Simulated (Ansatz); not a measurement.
**MoP: how the axes shrink under pressure**

MoP, P-6m2, a = 3.241 Å, c = 3.195 Å. The structure is a COD entry; whether it is the stable form wasn't checked. Ansatz: PBE, PAW, 420 eV, Γ-centred 18×18×14 mesh on 2 atoms, Gaussian smearing 0.10 eV; no spin polarisation. Cell and atoms are relaxed at each pressure, and no other structure is tried, so the rows at high pressure may lie past a change of phase. y = 100 ln(c/c0) with c0 = 3.1952 Å, so nearly a change in per cent. The pressures are the targets, met within 0.04 GPa.

| P (GPa) | y | 100 ln(a/a0) |
| --- | --- | --- |
| -1.0 | ? | ? |
| 0.0 | 0.00 | 0.00 |
| 1.0 | -0.09 | -0.19 |
| 4.0 | -0.34 | -0.72 |
| 12.0 | -0.95 | -2.04 |
| 25.0 | -1.79 | -3.84 |
| 50.0 | -3.05 | -6.65 |
| 90.0 | -4.59 | -10.04 |

Problem. Fit y = c1 P + c2 P² to the other rows, give the linear compressibility along c, and predict the missing y.

Solution. Least squares on the rows shown. y = −0.07711 P + 0.0002924 P². The linear compressibility along c is −c1/100 = 0.77 per TPa, against 1.66 along a from the same fit to the last column (its missing entry is 0.18): the crystal is softer along a at low pressure. The runs next to zero pressure give 0.93 and 1.86, so a parabola over the whole range misstates the start. With a term in P³ added, the coefficient of P becomes -0.08624, 12 % more, which shows how far this figure hangs on the form. At P = -1.0 the fit asked for gives 0.08. The run gave 0.10, so the fit is 0.02 too low, within the rms miss on the fitted rows (0.05): the form describes this series only roughly.